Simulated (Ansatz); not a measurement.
ZnS (R3m) from a database structure: a field-response calculation (clamped ions) in the PAW code Ansatz (PBE). The geometry is the r2SCAN minimum.

```yaml
crystal:
  lattice:
    - [1.9034643333, 1.0989656452, 9.3548591394]
    - [-1.9034643333, 1.0989656452, 9.3548591394]
    - [0.0, -2.1979312904, 9.3548591394]
  atoms:
    - { symbol: Zn, position: [0.9999752234, 0.9999752234, 0.9999752234] }
    - { symbol: Zn, position: [0.2222749271, 0.2222749271, 0.2222749271] }
    - { symbol: Zn, position: [0.4445585037, 0.4445585037, 0.4445585037] }
    - { symbol: S, position: [0.0832701742, 0.0832701742, 0.0832701742] }
    - { symbol: S, position: [0.5278391406, 0.5278391406, 0.5278391406] }
    - { symbol: S, position: [0.3054080311, 0.3054080311, 0.3054080311] }
kpoints:
  mp_grid: { grid: [6, 6, 6] }
hamiltonian:
  xc: pbe
scf:
  occupations: { method: fixed }
dielectric: {}
```

In the abridged output below, numbers in square brackets stand for lines, or ends of lines, that were taken out.
```
Pseudopotential: Zn, paw, valence charge 12, recommended cutoff 420 eV (normal)
Pseudopotential: S, paw, valence charge 6, recommended cutoff 420 eV (normal)
Functional definition: PBE
Crystal: 6 atoms, lattice volume = 117.413 Å³
[1]
[2]
Symmetry: 6 space group operations
k-points: 68 of 216 (irreducible under 2 space group operations, time reversal used)
Free energy (F): -12668.162469 eV
Fermi energy:    5.905834 eV
--- Per-component energies (eV) ---
  E_band       = 19.561894
  E_kinetic    = 715.852534
  E_local      = -6113.103636
  E_nonlocal   = 1928.073918
  E_hartree    = 2557.284837
  E_xc         = -703.661994
  E_vxc        = -419.277720
  E_paw        = -7285.345813
  E_vpaw       = -1206.551554
  E_ewald      = -3767.261202
--- Dielectric response (ions clamped): 3 representative field directions + reference, inside a basis on a mesh of 1000 k-points ---
  ε∞ (high-frequency dielectric tensor):
[3]
  Born effective charges Z* (e; rows j = field, columns β = displacement):
    site 0:
[4]
    site 1:
[5]
    site 2:
[6]
    site 3:
[7]
    site 4:
[8]
    site 5:
[9]
  ε∞ is read to err by 2.8e-2, Z* by 1.4e-2 e
```

Question: Fill in the blanks. They hold the Born charges, ε∞ (with the ionic part, where printed), the band count, cutoff and plane waves at Γ.

Answer:
```
[1]
Basis set: ecut = 420 eV, 2317 PW (Γ)
[2]
Bands: 33, of which v1, the nominal top of the filled ones, is band 27 counted from 1 (26 counted from 0)
[3]
        5.860166     0.000000     0.000000
        0.000000     5.860166     0.000000
        0.000000     0.000000     5.935206
[4]
         1.96518    0.00000    0.00000
         0.00000    1.96518    0.00000
         0.00000    0.00000    1.99611
[5]
         1.94667    0.00000    0.00000
         0.00000    1.94667    0.00000
         0.00000    0.00000    2.02416
[6]
         1.92698    0.00000    0.00000
         0.00000    1.92698    0.00000
         0.00000    0.00000    2.02013
[7]
        -1.93660    0.00000    0.00000
         0.00000   -1.93660    0.00000
         0.00000    0.00000   -2.03515
[8]
        -1.94934    0.00000    0.00000
         0.00000   -1.94934    0.00000
         0.00000    0.00000   -2.00687
[9]
        -1.95289    0.00000    0.00000
         0.00000   -1.95289    0.00000
         0.00000    0.00000   -1.99838
```

ε∞: 5.86 along x and y, 5.94 along z. Born charges, averaged over directions: Zn +1.96 to +1.98, S -1.97 e.

Command: `ansatz run input.yaml --threads 4 --pin off --max-ram 5529MiB --backend cpu --events-out ev --progress --plain --runs-dir out`.

Question: It ran on 4 threads of Arm Neoverse V1, on a shared host. About how long did it take, and what peak of host memory did it reach?

Answer: About 2.7 min, with a peak of 1.9 GiB.

No spin polarisation and no zero-point or thermal motion.
